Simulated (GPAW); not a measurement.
Input of a GPAW 26.7.0 run:

run.py

```python
from ase.dft.bandgap import bandgap
from ase.io import read, write
from ase.parallel import parprint
from gpaw import GPAW, PW

atoms = read('POSCAR')

calc = GPAW(mode=PW(450),
            xc={'name': '0.500_GGA_X_PBE+1.0_GGA_C_PBE', 'fraction': 0.5, 'omega': 0.0, 'backend': 'pw'},
            kpts={'size': (4, 4, 4), 'gamma': True},
            occupations={'name': 'fermi-dirac', 'width': 0.05},
            nbands=9,
            convergence={'density': 1e-05, 'energy': 1e-05},
            maxiter=60,
            txt='gpaw.txt')
atoms.calc = calc
energy = atoms.get_potential_energy()
calc.write('gs.gpw')
write('result.traj', atoms)
parprint(f'Energy: {energy:.6f} eV')
parprint('Fermi level:', round(calc.get_fermi_level(), 4), 'eV')
parprint(f'Gap: {bandgap(calc)[0]:.4f} eV, direct: {bandgap(calc, direct=True)[0]:.4f} eV')
```

The input POSCAR:

```
GaAs
1.0
    3.6064012070      0.0000000000      0.0000000000
   -1.8032006035      3.1232350615      0.0000000000
    0.0000000000      0.0000000000      3.5731941600
Ga As
1 1
Direct
    0.3333333300      0.6666666700      0.5000000000
   -0.0000000033      0.0000000033      0.0000000000
```

Potentials or basis: GPAW PAW data sets (gpaw-data 1.2.1), pw.

Launch:

```console
$ OMP_NUM_THREADS=1 mpirun -n 4 gpaw python run.py
```

**Question.** Estimate the band gap on the k mesh.

**Answer.** None (metal or under the smearing width).

Caveat: the k mesh is coarse (spacing up to 0.50 Å⁻¹), so the values aren't converged; exact exchange converges slowly with the k mesh, and this mesh is small.
